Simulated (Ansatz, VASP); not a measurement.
HgTe in VASP and in Ansatz

File INCAR:

```
SYSTEM = HgTe
PREC = Accurate ; ENCUT = 520
EDIFF = 1E-7 ; ISMEAR = -1
SIGMA = 0.08 ; LREAL = .FALSE.
LASPH = .TRUE. ; NELM = 60
ALGO = Normal ; ISIF = 2
LWAVE = .FALSE. ; LCHARG = .FALSE.
GGA = PE ; NBANDS = 16
```

Contents of KPOINTS:

```
Automatic mesh
0
G
  12 12 12
  0 0 0
```

Contents of POSCAR:

```
HgTe
1.0
    0.0000000000      2.9408482460      2.9408482460
    2.9408482460      0.0000000000      2.9408482460
    2.9408482460      2.9408482460      0.0000000000
Hg Te
1 1
Direct
    0.0000000000      0.0000000000      0.0000000000
    0.5000000000      0.5000000000      0.5000000000
```

Input for Ansatz:

```yaml
crystal:
  lattice:
    - [0.0, 2.940848246, 2.940848246]
    - [2.940848246, 0.0, 2.940848246]
    - [2.940848246, 2.940848246, 0.0]
  atoms:
    - { symbol: Hg, position: [0.0, 0.0, 0.0] }
    - { symbol: Te, position: [0.5, 0.5, 0.5] }
kpoints:
  mp_grid: { grid: [12, 12, 12] }
scf:
  occupations: { method: fermi_dirac, width: 0.08 }
hamiltonian:
  xc: pbe
  pseudopotentials: { kind: all_electron, lapw: { basis_error: 0.001 } }
output:
  forces: true
  stress: true
  eigenvalues: true
```

Change from the starting cell: volume scaled by 1.02.

Alike in both runs: task single point; functional PBE; k mesh 12 × 12 × 12; occupations fermi-dirac, width 0.08 eV; no spin polarisation.

|  | VASP | Ansatz |
| --- | --- | --- |
| version | VASP 6.6.1 | Ansatz 0.2.0 |
| potentials or method | VASP PAW PBE potentials, release 64 (Hg, Te) | all-electron LAPW, scalar-relativistic |
| plane-wave cutoff (eV) | 520 | see its input |

```csv
,VASP,Ansatz,Ansatz less VASP
pressure (GPa),8.8,8.6,-0.21
```

Ansatz ran all-electron here, so the differences hold the error of VASP's frozen core and of both bases.

The runs have no spin-orbit coupling, so splittings on Hg, Te are missing.
